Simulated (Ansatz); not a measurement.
# Ti (Fm-3m) in Ansatz: a series of runs

The runs below take Ti through single point, equation of state, with r2SCAN.

Program: Ansatz 0.2.0. These are calculated values, not measurements. Logs are shortened: lines on timing, memory, paths and dates and some standing lists are left out, and cuts for length are marked.

## (1) Starting point

The structure is cubic, space group Fm-3m (No. 225). The conventional cell has a = 4.060 Å, b = 4.060 Å, c = 4.060 Å, α = 90.00°, β = 90.00°, γ = 90.00°. Ti (site symmetry m-3m) is surrounded by 12 Ti at 2.87 Å.

This isn't the form of Ti at room conditions, which is hcp.

## (2) Single point, r2SCAN, 15.73 Å³/atom (volume scaled by 0.94)

Contents of input.yaml:

```yaml
crystal:
  lattice:
    - [0.0, 1.9885598007, 1.9885598007]
    - [1.9885598007, 0.0, 1.9885598007]
    - [1.9885598007, 1.9885598007, 0.0]
  atoms:
    - { symbol: Ti, position: [0.0, 0.0, 0.0] }
hamiltonian:
  xc: r2scan
  pseudopotentials: { kind: paw }
kpoints:
  mp_grid: { grid: [11, 11, 11] }
scf:
  occupations: { method: fermi_dirac, width: 0.05 }
output:
  forces: true
  stress: true
  eigenvalues: true
  write_density: true
  write_potential: true
  elf: true
  volumetric_format: npy
```

Potentials or basis: Ansatz PAW.

Launch:

```
ansatz run input.yaml --threads 2 --pin off --max-ram 5632MiB --backend cpu --events-out ev --progress --plain --runs-dir out
```

Standard output:

```text
Warning: RAYON_NUM_THREADS=2 ignored (pool sized by the plan → 2); use --threads N
Engine: ansatz 0.2.0, aarch64-unknown-linux-gnu
Pseudopotentials: kind: paw
Pseudopotential: Ti, paw, valence charge 12, recommended cutoff 500 eV (meta_gga), Ti.paw.azcp
Functional definition: r2SCAN
  parameter k0 = 0.174
  parameter k1 = 0.065
  parameter a1 = 4.9479
  exchange = r2scan_x(k0 = k0, k1 = k1, a1 = a1)
  correlation = r2scan_c
Crystal: 1 atoms, lattice volume = 15.727 Å³
Basis set: ecut = 500 eV, 411 PW (Γ), exchange–correlation on 96×96×96 points (64 copies of the dense FFT grid, shifted against one another)
Bands: 10, of which v1, the nominal top of the filled ones, is band 6 counted from 1 (5 counted from 0)
Symmetry: 48 space group operations
Space group: Fm-3m (ITA 225), of the structure as read, at distance tolerance 2.5e-5 Å
k-points: 56 of 1331
Non-local potential: Ti, projectors of the file, l = 0: 3, l = 1: 2, l = 2: 3, l = 3: 1
PAW form: soft (Blöchl's): semilocal exchange-correlation on the pseudo side does not see the compensation charge
PAW frozen core: Ti, regenerated for the run's functional (the file was generated under x = pbe(κ = 0.804, μ = 0.2195149727645171), c = pbe(β = 0.06672455060314922))
PAW one-centre angular grid: Ti, 590 points (default); XC on 160 Gauss nodes
Initial density: superposition of atomic densities (neutral atoms: chi_scale 0, normalization atom), corrected by the library's trained network
Initial wavefunctions: pseudopotential atomic-orbital guess
Functional: x = r2scan, c = r2scan; τ floored in thin density (d = 2e-4 eV/Å³)
SCF iter   1: F=—  HF=-2504.211944 eV  |F-HF|=—  |Δ(HF+E_count)|=         —  Δρ=1.35e-2  dr2=2.40e-2  dr2_τ=1.17e-2  ethr=1.77e-3  ⟨swp⟩=4.4  Hψ=3045  notcnv=0
preconditioner: auto → none  [metal: Δε(μ)=0.027 eV  Ē_g=4.951 eV  σ=0.050 eV  W_gap=0.13  n_scr=0 (ndim 8)  ℏωp=18.7 eV  f_vac=0.000  D(μ)=1.28/eV (n_scr^D=14)]
SCF iter   2: F=—  HF=-2504.245717 eV  |F-HF|=—  |Δ(HF+E_count)|=   3.38e-2  Δρ=4.02e-3  dr2=1.39e-3  dr2_τ=5.36e-4  ethr=2.00e-4  ⟨swp⟩=2.7  Hψ=1516  notcnv=0
SCF iter   3: F=—  HF=-2504.245812 eV  |F-HF|=—  |Δ(HF+E_count)|=   9.52e-5  Δρ=1.74e-3  dr2=1.35e-4  dr2_τ=6.14e-5  ethr=1.16e-5  ⟨swp⟩=3.0  Hψ=1106  notcnv=0
SCF iter   4: F=—  HF=-2504.246248 eV  |F-HF|=—  |Δ(HF+E_count)|=   4.36e-4  Δρ=1.26e-4  dr2=9.21e-7  dr2_τ=4.28e-7  ethr=1.13e-6  ⟨swp⟩=2.0  Hψ=894  notcnv=0
SCF iter   5: F=—  HF=-2504.246249 eV  |F-HF|=—  |Δ(HF+E_count)|=   1.44e-6  Δρ=3.09e-5  dr2=8.42e-8  dr2_τ=8.14e-9  ethr=7.67e-9  ⟨swp⟩=2.1  Hψ=850  notcnv=0
SCF iter   6: F=-2504.246249 eV  HF=-2504.246249 eV  |F-HF|=1.21e-8  |Δ(HF+E_count)|=   1.01e-7  Δρ=1.10e-5  dr2=1.27e-8  dr2_τ=9.11e-10  ethr=7.01e-10  ⟨swp⟩=4.9  Hψ=2789  notcnv=0
SCF 1 converged in 6 iterations: F = -2504.246249 eV  dr2 = 1.27e-8
SCF converged after 6 iterations
Free energy (F): -2504.246249 eV
Harris-Foulkes:  -2504.246249 eV  (|F-HF|=1.21e-8)
Internal energy: -2504.236055 eV  (E = F + TS)
E sigma→0 (E₀):  -2504.241152 eV
Entropy (-TS):   -0.010194 eV (-10.194 meV/atom)
Fermi energy:    14.891814 eV
--- Per-component energies (eV) ---
  E_band       = -149.330528
  E_kinetic    = 275.455908
  E_local      = -755.355564  (includes V_loc(G=0)·N_el)
  E_nonlocal   = 7.750588
  E_hartree    = 314.322510
  E_xc         = -93.647419
  E_vxc        = -133.988920  (∫ρ·V_xc dr)
  E_paw        = -1057.305048  (= ΣΔE_a)
  E_vpaw       = -181.082545  (= ΣTr[D̂ρ^β])
  E_aug_tail   = 0.000102  (compensation charges beyond the density's cutoff)
  E_vtau       = 9.248545  (kinetic-family band-sum trace: ∫τ·v_τ [+ j·A + Jᵃ·Aᵃ] dr)
  E_ewald      = -1195.203676
  E_core_change = -0.253457  (= ΣΔE_core)
  E_smearing   = -0.010194  (= −TS)
  E_closure    = 0.000000  (closes the sum)
  Σ components = -2504.246249   (vs F -2504.246249, Δ=0.00e0)
--- Forces (eV/Å), atoms counted from 1 ---
  atom   1  Ti    -0.00000000    -0.00000000     0.00000000
  max |Σ_I F_I| component: 6.98e-32 eV/Å
--- Stress (GPa, compression-positive) ---
       12.559810       0.000000      -0.000000
        0.000000      12.559810       0.000000
        0.000000       0.000000      12.559810
  P = ⅓ Tr σ = 12.5598 GPa (125.598 kbar)
--- Band table (eV; the first three rows and the last of 56) ---
  k-point 0: bands = ["-43.9721", "-18.6350", "-18.6350", "-18.6350", "8.1982", "15.9659", "15.9659", "15.9659", "18.0086", "18.0086"]
  k-point 1: bands = ["-43.9571", "-18.7145", "-18.6445", "-18.6445", "8.5030", "15.7635", "16.0749", "16.0749", "17.9349", "17.9349"]
  k-point 2: bands = ["-43.9167", "-18.9246", "-18.6698", "-18.6698", "9.3510", "15.3001", "16.2741", "16.2741", "17.8698", "17.8698"]
  k-point 55: bands = ["-43.7201", "-19.2794", "-19.2275", "-18.9582", "13.1106", "14.1209", "14.7434", "17.5711", "19.3619", "24.2863"]
```

Wall time 1.2 s (2 threads of Arm Neoverse V2, shared host); peak memory 0.33 GiB.

What came out:

| Item | Value |
| --- | --- |
| Free energy | -2504.2462 eV |
| Pressure | 12.6 GPa |
| Band gap on the k mesh | none (metal or under the smearing width) |

Caveat: the PAW data sets come from PBE, with cores solved anew for the run's functional, which leaves a small shift of forces and pressure.

## (3) Single point, r2SCAN, 16.06 Å³/atom (volume scaled by 0.96)

Contents of input.yaml:

```yaml
crystal:
  lattice:
    - [0.0, 2.0025642044, 2.0025642044]
    - [2.0025642044, 0.0, 2.0025642044]
    - [2.0025642044, 2.0025642044, 0.0]
  atoms:
    - { symbol: Ti, position: [0.0, 0.0, 0.0] }
hamiltonian:
  xc: r2scan
  pseudopotentials: { kind: paw }
kpoints:
  mp_grid: { grid: [11, 11, 11] }
scf:
  occupations: { method: fermi_dirac, width: 0.05 }
output:
  forces: true
  stress: true
  eigenvalues: true
```

Potentials or basis: Ansatz PAW.

Launch:

```
ansatz run input.yaml --threads 2 --pin off --max-ram 5632MiB --backend cpu --events-out ev --progress --plain --runs-dir out
```

Run time: 1 s. Hardware: 2 threads of Arm Neoverse V2, shared host; peak memory 0.32 GiB.

The run converged. Its results:

- Free energy: -2504.2693 eV
- Pressure: 9.6 GPa
- Band gap on the k mesh: none (metal or under the smearing width)

Caveat: the PAW data sets come from PBE, with cores solved anew for the run's functional, which leaves a small shift of forces and pressure.

## (4) Single point, r2SCAN, 16.40 Å³/atom (volume scaled by 0.98)

Edit input.yaml of step 3 so:

```diff
@@ -2,5 +2,5 @@
   lattice:
-    - [0.0, 2.0025642044, 2.0025642044]
-    - [2.0025642044, 0.0, 2.0025642044]
-    - [2.0025642044, 2.0025642044, 0.0]
+    - [0.0, 2.0163754284, 2.0163754284]
+    - [2.0163754284, 0.0, 2.0163754284]
+    - [2.0163754284, 2.0163754284, 0.0]
   atoms:
```

Launch:

```
ansatz run input.yaml --threads 2 --pin off --max-ram 5632MiB --backend cpu --events-out ev --progress --plain --runs-dir out
```

Run time: 1 s. Hardware: 2 threads of Arm Neoverse V2, shared host; peak memory 0.32 GiB.

It converged, with:

```
Free energy            : -2504.2863 eV
Pressure               : 6.8 GPa
Band gap on the k mesh : none (metal or under the smearing width)
```

Caveat: the PAW data sets come from PBE, with cores solved anew for the run's functional, which leaves a small shift of forces and pressure.

## (5) Single point, r2SCAN, 16.73 Å³/atom

Edit input.yaml of step 4 so:

```diff
@@ -2,5 +2,5 @@
   lattice:
-    - [0.0, 2.0163754284, 2.0163754284]
-    - [2.0163754284, 0.0, 2.0163754284]
-    - [2.0163754284, 2.0163754284, 0.0]
+    - [0.0, 2.03, 2.03]
+    - [2.03, 0.0, 2.03]
+    - [2.03, 2.03, 0.0]
   atoms:
```

Launch:

```
ansatz run input.yaml --threads 2 --pin off --max-ram 5632MiB --backend cpu --events-out ev --progress --plain --runs-dir out
```

Run time: 1 s. Hardware: 2 threads of Arm Neoverse V2, shared host; peak memory 0.33 GiB.

It converged, with:

- Free energy: -2504.2978 eV
- Pressure: 4.2 GPa
- Band gap on the k mesh: none (metal or under the smearing width)

Caveat: the PAW data sets come from PBE, with cores solved anew for the run's functional, which leaves a small shift of forces and pressure.

## (6) Single point, r2SCAN, 17.07 Å³/atom (volume scaled by 1.02)

Edit input.yaml of step 5 so:

```diff
@@ -2,5 +2,5 @@
   lattice:
-    - [0.0, 2.03, 2.03]
-    - [2.03, 0.0, 2.03]
-    - [2.03, 2.03, 0.0]
+    - [0.0, 2.0434441004, 2.0434441004]
+    - [2.0434441004, 0.0, 2.0434441004]
+    - [2.0434441004, 2.0434441004, 0.0]
   atoms:
```

Potentials or basis: Ansatz PAW.

Launch:

```
ansatz run input.yaml --threads 2 --pin off --max-ram 5632MiB --backend cpu --events-out ev --progress --plain --runs-dir out
```

It took 1 s on 2 threads of Arm Neoverse V2, shared host; peak memory 0.32 GiB.

Results (log left out):

```yaml
Free_energy: -2504.3041 eV
Pressure: 1.9 GPa
Band_gap_on_the_k_mesh: none (metal or under the smearing width)
```

Caveat: the PAW data sets come from PBE, with cores solved anew for the run's functional, which leaves a small shift of forces and pressure.

## (7) Single point, r2SCAN, 17.40 Å³/atom (volume scaled by 1.04)

Edit input.yaml of step 6 so:

```diff
@@ -2,5 +2,5 @@
   lattice:
-    - [0.0, 2.0434441004, 2.0434441004]
-    - [2.0434441004, 0.0, 2.0434441004]
-    - [2.0434441004, 2.0434441004, 0.0]
+    - [0.0, 2.0567135898, 2.0567135898]
+    - [2.0567135898, 0.0, 2.0567135898]
+    - [2.0567135898, 2.0567135898, 0.0]
   atoms:
```

Launch:

```
ansatz run input.yaml --threads 2 --pin off --max-ram 5632MiB --backend cpu --events-out ev --progress --plain --runs-dir out
```

Wall time 1 s (2 threads of Arm Neoverse V2, shared host); peak memory 0.32 GiB.

The run converged. Its results:

- Free energy: -2504.3058 eV
- Pressure: -0.3 GPa
- Band gap on the k mesh: none (metal or under the smearing width)

Caveat: the PAW data sets come from PBE, with cores solved anew for the run's functional, which leaves a small shift of forces and pressure.

## (8) Single point, r2SCAN, 17.73 Å³/atom (volume scaled by 1.06)

Edit input.yaml of step 7 so:

```diff
@@ -2,5 +2,5 @@
   lattice:
-    - [0.0, 2.0567135898, 2.0567135898]
-    - [2.0567135898, 0.0, 2.0567135898]
-    - [2.0567135898, 2.0567135898, 0.0]
+    - [0.0, 2.0698140295, 2.0698140295]
+    - [2.0698140295, 0.0, 2.0698140295]
+    - [2.0698140295, 2.0698140295, 0.0]
   atoms:
```

Launch:

```
ansatz run input.yaml --threads 2 --pin off --max-ram 5632MiB --backend cpu --events-out ev --progress --plain --runs-dir out
```

It took 1 s on 2 threads of Arm Neoverse V2, shared host; peak memory 0.32 GiB.

Results (log left out):

```yaml
Free_energy: -2504.3030 eV
Pressure: -2.3 GPa
Band_gap_on_the_k_mesh: none (metal or under the smearing width)
```

Caveat: the PAW data sets come from PBE, with cores solved anew for the run's functional, which leaves a small shift of forces and pressure.

## (9) Equation of state, r2SCAN

Potentials or basis: Ansatz PAW.

This step only gathers the single runs of the series.

Results:

```
Equilibrium volume                      : 17.35 Å³/atom
Bulk modulus                            : 110 GPa
Pressure derivative of the bulk modulus : 3.1
```

Energy against volume, from the lowest point:
| volume (Å³/atom) | energy (meV/atom) |
| --- | --- |
| 15.727 | 59.51 |
| 16.062 | 36.46 |
| 16.396 | 19.43 |
| 16.731 | 7.96 |
| 17.065 | 1.62 |
| 17.400 | 0.00 |
| 17.735 | 2.80 |

Caveat: the PAW data sets were made with another functional, which shifts forces and pressure a little. Zero-point motion and thermal expansion aren't in these numbers.
